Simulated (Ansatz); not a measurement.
# Mg2C: the cost of one run

Program: Ansatz 0.2.0. Level of theory: DFT PBE, scalar-relativistic, plane waves, PAW. These are calculated values, not measurements.

1 further run of the same task is left out (it didn't finish).

## 1. The structure to begin with

The structure is hexagonal, space group P-6m2 (No. 187). Conventional cell: a = 2.387 Å, b = 2.387 Å, c = 12.647 Å, α = 90.00°, β = 90.00°, γ = 120.00°. Around Mg (site symmetry 3m) lie 3 C at 1.82 Å. Around C (site symmetry -6m2) lie 6 Mg at 1.82 Å.

Coordinates:

```
CELL_PARAMETERS angstrom
2.38714 0.00000 0.00000
-1.19357 2.06733 0.00000
0.00000 0.00000 12.64706
ATOMIC_POSITIONS crystal
Mg 0.33333 0.66667 0.09401
Mg 0.33333 0.66667 0.90599
C 0.00000 0.00000 0.00000
```

A structure generator made this guess: species swapped into a database cell of MoSe2 (P-6m2, No. 187), with C on the Mo sites and Mg on the Se sites. Its size is a rough estimate.

## 2. The guess as it stands, on a coarse mesh

File input.yaml:

```yaml
crystal:
  lattice:
    - [2.38714454, 0.0, 0.0]
    - [-1.19357227, 2.06732781, 0.0]
    - [0.0, 0.0, 12.64706271]
  atoms:
    - { symbol: Mg, position: [0.33333333, 0.66666667, 0.09401231] }
    - { symbol: Mg, position: [0.33333333, 0.66666667, 0.90598769] }
    - { symbol: C, position: [0.0, 0.0, 0.0] }
basis:
  ecutwfc: 420
kpoints:
  mp_grid: { grid: [12, 12, 2] }
hamiltonian:
  xc: pbe
scf:
  occupations: { method: gaussian, width: 0.1 }
  lower_state_search: "off"
output:
  forces: true
  stress: true
  eigenvalues: true
```

On the command line:

```bash
ansatz run input.yaml --threads 1 --pin off --max-ram 2560MiB --backend cpu --events-out ev --progress --plain --runs-dir out
```

What time and memory should one allow on 1 thread of Arm Neoverse V2, shared host?

About 3.5 s, with a peak of 0.31 GiB.
